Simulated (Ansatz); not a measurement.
# Iridium, beta-Sn type under RPBE: structure, energy and stiffness

Aim: take iridium in the beta-Sn type structure, relax it, solve it on a dense k-mesh, then scale the cell to 7 volumes from 88 to 112 % of the relaxed one and try a fit of the equation of state. Spin polarisation is left out. The k-meshes are 14×14×9 for the relaxation; 25×25×14 for the dense run; 17×17×10 for the volumes.

Computed with Ansatz 0.2.0 (DFT RPBE, plane waves (420 eV) with PAW, scalar-relativistic; the PAW data stem from PBE, with regenerated cores, unless a step says otherwise).

### 1 The starting structure

Symmetry: I4_1/amd, No. 141, tetragonal system. Conventional cell: a = 4.775 Å, b = 4.775 Å, c = 2.607 Å, α = 90.00°, β = 90.00°, γ = 90.00°. Ir (site symmetry -4m2) is surrounded by 6 Ir at 2.47 to 2.61 Å.

Coordinates:

```
Ir
1.0
    -2.38726    2.38726    1.30344
     2.38726   -2.38726    1.30344
     2.38726    2.38726   -1.30344
Ir
2
Direct
  0.00000 0.00000 0.00000
  0.75000 0.25000 0.50000
```

### 2 Relaxing cell and atoms

File input.yaml:

```yaml
crystal:
  lattice:
    - [-2.3872555793, 2.3872555793, 1.3034415463]
    - [2.3872555793, -2.3872555793, 1.3034415463]
    - [2.3872555793, 2.3872555793, -1.3034415463]
  atoms:
    - { symbol: Ir, position: [0.0, 0.0, 0.0] }
    - { symbol: Ir, position: [0.75, 0.25, 0.5] }
hamiltonian:
  xc: rpbe
  pseudopotentials:
    kind: paw
    azcp:
      Ir: "pseudopotentials/Ir.paw.azcp"
basis:
  ecutwfc: 420
  fft_grid_basis: typed
kpoints:
  mp_grid: { grid: [14, 14, 9], shift: [0, 0, 0] }
magnetization:
  spin_polarized: false
scf:
  occupations: { method: fermi_dirac, width: 0.1 }
relax:
  max_steps: 60
  f_tol: 0.01
  cell: {}
```

Started as:

```bash
> ansatz run input.yaml --threads 2 --pin off --max-ram 5120MiB --backend cpu --events-out ev --progress --plain --runs-dir out
```

The runs that follow: The energy on a finer k-mesh; Volume × 0.88; Volume × 0.92; Volume × 0.96; Volume × 1.0; Volume × 1.04; Volume × 1.08; Volume × 1.12.

Before running it: what results should come out? Wanted: space group; conventional cell; volume; shortest distance; gap on the mesh; relative to fcc; V₀, B₀, B₀′.

As calculated:

```
                      quantity                                  value
space group (spins left aside)                          Cmcm (No. 63)
             conventional cell  a = 2.693 Å, b = 6.581 Å, c = 3.615 Å
                        volume                         16.017 Å³/atom
             shortest distance                                2.625 Å
               gap on the mesh           none (levels filled in part)
               relative to fcc                          +428 meV/atom
                   V₀, B₀, B₀′           16.003 Å³/atom, 279 GPa, 5.1
```

What this shows: The relaxation enlarged the cell by 7.8 % in volume. The cell has left its prototype: it ends as Cmcm. What follows belongs to that structure, not to the type named at the start. The mesh has less symmetry than the lattice, which may have let the distortion in. Against the reference form of iridium (fcc, computed apart with the same settings) it stands 428 meV/atom higher. Levels at the Fermi energy are filled in part, as in a metal. The fitted modulus is 279 GPa; letting shape and positions relax at each volume could only lower it.
